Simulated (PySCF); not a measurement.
Basis-set dependence of population analyses: phenylacetylene

Compound: phenylacetylene, C₈H₆.
Geometry (PBE0-D3(BJ)/def2-SVP, Å), atoms numbered from 1 in this order:
```xyz
14
C8H6 angstrom
C      2.2492    2.0294    1.6776
C      1.4460    1.3437    1.0799
C      0.5001    0.5357    0.3763
C     -0.0237    0.9667   -0.8548
C     -0.9437    0.1792   -1.5386
C     -1.3533   -1.0440   -1.0076
C     -0.8385   -1.4791    0.2136
C      0.0821   -0.6981    0.9043
H      2.9602    2.6365    2.2063
H      0.3009    1.9250   -1.2649
H     -1.3452    0.5232   -2.4947
H     -2.0764   -1.6602   -1.5471
H     -1.1572   -2.4365    0.6325
H      0.4887   -1.0333    1.8604
```

PBE0 throughout (PySCF), one geometry, spherical d and f functions. Isolated species at its PBE0-D3(BJ)/def2-SVP geometry, gas phase. Atoms taken as equivalent share a column and are averaged. The first 7 of 10 kinds of atom are listed.

Mulliken charges (e):

```csv
basis,functions,C1,C2,C3,C4/C8,C5/C7,C6,H9
STO-3G,46,-0.133,-0.039,-0.014,-0.073,-0.084,-0.081,+0.122
pcSseg-0,84,-0.287,-0.049,-0.208,-0.120,-0.247,-0.226,+0.281
6-31G,84,-0.507,+0.012,+0.034,-0.103,-0.185,-0.154,+0.290
6-31G*,124,-0.586,+0.292,-0.020,-0.157,-0.177,-0.161,+0.245
cc-pVDZ,142,-0.511,+0.605,-0.187,+0.023,+0.004,+0.001,+0.006
def2-SVP,142,-0.411,+0.326,-0.073,+0.017,-0.020,-0.013,+0.049
pcSseg-1,166,-0.384,+0.452,-0.365,+0.003,-0.090,-0.078,+0.068
aug-cc-pVDZ,238,+0.592,+0.325,+1.164,+0.644,+0.076,+0.379,-0.650
"6-311+G(2d,p)",252,-0.398,+0.610,+0.475,-0.526,-0.126,-0.120,+0.156
def2-TZVP,284,-0.125,+0.050,+0.001,-0.186,-0.135,-0.090,+0.180
cc-pVTZ,324,-0.301,+0.035,+0.115,-0.127,-0.112,-0.118,+0.144
```

IAO charges (e):

| basis | functions | C1 | C2 | C3 | C4/C8 | C5/C7 | C6 | H9 |
| --- | --- | --- | --- | --- | --- | --- | --- | --- |
| STO-3G | 46 | -0.154 | -0.039 | -0.037 | -0.122 | -0.137 | -0.132 | +0.162 |
| pcSseg-0 | 84 | -0.216 | -0.026 | -0.026 | -0.134 | -0.149 | -0.144 | +0.194 |
| 6-31G | 84 | -0.229 | -0.029 | -0.014 | -0.139 | -0.149 | -0.147 | +0.202 |
| 6-31G* | 124 | -0.224 | -0.030 | -0.015 | -0.133 | -0.143 | -0.140 | +0.198 |
| cc-pVDZ | 142 | -0.232 | -0.027 | -0.014 | -0.135 | -0.146 | -0.143 | +0.201 |
| def2-SVP | 142 | -0.225 | -0.025 | -0.017 | -0.132 | -0.143 | -0.140 | +0.195 |
| pcSseg-1 | 166 | -0.234 | -0.027 | -0.017 | -0.136 | -0.147 | -0.144 | +0.203 |
| aug-cc-pVDZ | 238 | -0.243 | -0.025 | -0.013 | -0.139 | -0.150 | -0.147 | +0.207 |
| 6-311+G(2d,p) | 252 | -0.243 | -0.024 | -0.015 | -0.138 | -0.150 | -0.146 | +0.206 |
| def2-TZVP | 284 | -0.243 | -0.024 | -0.013 | -0.138 | -0.149 | -0.146 | +0.206 |
| cc-pVTZ | 324 | -0.242 | -0.024 | -0.013 | -0.138 | -0.149 | -0.146 | +0.206 |

Hirshfeld charges (e):

```tsv
basis	functions	C1	C2	C3	C4/C8	C5/C7	C6	H9
STO-3G	46	-0.093	-0.059	+0.024	-0.019	-0.024	-0.022	+0.080
pcSseg-0	84	-0.110	-0.049	+0.013	-0.037	-0.042	-0.039	+0.096
6-31G	84	-0.119	-0.049	+0.015	-0.038	-0.044	-0.042	+0.099
6-31G*	124	-0.120	-0.051	+0.013	-0.037	-0.044	-0.042	+0.100
cc-pVDZ	142	-0.115	-0.047	+0.011	-0.037	-0.044	-0.042	+0.096
def2-SVP	142	-0.114	-0.044	+0.010	-0.038	-0.044	-0.042	+0.094
pcSseg-1	166	-0.112	-0.045	+0.005	-0.039	-0.046	-0.043	+0.095
aug-cc-pVDZ	238	-0.112	-0.045	+0.002	-0.041	-0.048	-0.047	+0.095
6-311+G(2d,p)	252	-0.112	-0.049	-0.001	-0.039	-0.048	-0.046	+0.095
def2-TZVP	284	-0.114	-0.046	+0.004	-0.039	-0.047	-0.045	+0.095
cc-pVTZ	324	-0.116	-0.045	+0.007	-0.039	-0.047	-0.045	+0.095
```

Which scheme is steadiest as the basis changes?

Largest range over the bases for any column: Hirshfeld 0.03 e, IAO 0.09 e, Mulliken 1.53 e. Hirshfeld charges move least and Mulliken charges most, counted in e. Without the minimal STO-3G basis the ranges are Hirshfeld 0.02, IAO 0.03, Mulliken 1.53 e.

How much do the charges still move between the two largest bases, def2-TZVP and cc-pVTZ?

At most, over all atoms: Mulliken 0.176 e, IAO 0.001 e, Hirshfeld 0.003 e.

What do the same runs give for the total energy, the frontier levels and the dipole moment?

```
        basis  energy (Eh)  HOMO (eV)  LUMO (eV)  μ (D)
       STO-3G    -304.2734      -5.01       1.82   0.46
     pcSseg-0    -307.3563      -7.00      -0.98   0.54
        6-31G    -307.9512      -6.64      -0.62   0.60
       6-31G*    -308.0121      -6.57      -0.68   0.63
      cc-pVDZ    -308.0409      -6.75      -0.90   0.66
     def2-SVP    -307.8001      -6.83      -0.98   0.65
     pcSseg-1    -307.9802      -6.91      -1.09   0.66
  aug-cc-pVDZ    -308.0521      -6.87      -1.13   0.72
6-311+G(2d,p)    -308.0984      -6.88      -1.13   0.74
    def2-TZVP    -308.1245      -6.87      -1.08   0.74
      cc-pVTZ    -308.1178      -6.84      -1.04   0.73
```

The dipole is fixed by the density alone, so its range of 0.28 D shows that the density itself changes with the basis, not only its division among atoms.
